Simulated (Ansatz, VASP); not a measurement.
## TePb in VASP and in Ansatz

```
Pb Te
1.0
     4.00229    0.00000    0.00000
     0.00000    4.00229    0.00000
     0.00000    0.00000    4.00229
Pb Te
1 1
Direct
  0.00000 0.00000 0.00000
  0.50000 0.50000 0.50000
```

Measurements of this composition are mostly on another form, of space group No. 225.

Alike in both runs: functional PBEsol; k mesh 5 × 5 × 5; occupations fermi-dirac, width 0.05 eV; non-collinear spin, spin-orbit coupling.

|  | VASP | Ansatz |
| --- | --- | --- |
| version | VASP 6.6.1 | Ansatz 0.2.0 |
| potentials or method | VASP PAW PBE potentials, release 64 (Pb_d, Te), cutoff 520 eV | all-electron LAPW, relativistic spinors |
| task | single point | band structure |

```tsv
	VASP	Ansatz	Ansatz less VASP
gap on the k mesh at the Fermi level (eV)	none	none	-
pressure (GPa)	-2.6	-2.6	+0.05
net moment per atom (μB)	0.00	0.00	0.000
```

A gap of «none» marks a metal or a gap that the smearing closes. Ansatz ran all-electron here, so the differences hold the error of VASP's frozen core and of both bases.

Caveats: the PAW data sets were made with another functional, which shifts forces and pressure a little (VASP); the k mesh is thin for a metal, which can move the energy by tens of meV per atom (Ansatz).
